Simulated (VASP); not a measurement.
Runs of VASP 6.6.1 on LiH. Symmetry: Fm-3m, No. 225, cubic system. The conventional cell has a = 3.972 Å, b = 3.972 Å, c = 3.972 Å, α = 90.00°, β = 90.00°, γ = 90.00°. Around Li (site symmetry m-3m) lie 6 H at 1.99 Å. H (site symmetry m-3m) has 6 Li at 1.99 Å as nearest neighbours. 

```tsv
task	level	potentials or basis	cell	k mesh	cutoff (eV)	grid for exact exchange (PRECFOCK)	exchange at q = 0	gap on the mesh (eV)
relaxation of cell and atoms	PBEsol	VASP PAW PBE potentials, release 64 (Li_sv, H)	relaxed	12 × 12 × 12	600	-	-	(a)
band structure	r2SCAN	VASP PAW PBE potentials, release 64 (Li_sv, H)	as given	12 × 12 × 12	520	-	-	(b)
band structure	PBE0	VASP PAW PBE potentials, release 64 (Li_sv, H)	as given	10 × 10 × 10	520	Fast	truncated	4.63
band structure	LDA	VASP PAW LDA potentials, release 64 (Li_sv, H)	as given	12 × 12 × 12	520	-	-	2.58
band structure	TB-mBJ	VASP PAW PBE potentials, release 64 (Li_sv, H)	as given	12 × 12 × 12	520	-	-	5.08
```

Alike in all rows: no spin polarisation; smearing gaussian 0.03 eV.

**Question.** Fill in the values left out.

**Answer.** (a) 2.72; (b) 3.57.

Caveats: the relaxation stopped at its first step, so nothing moved (some runs).

A k mesh can miss the band edges.

Runs at the PBE level aren't shown here.
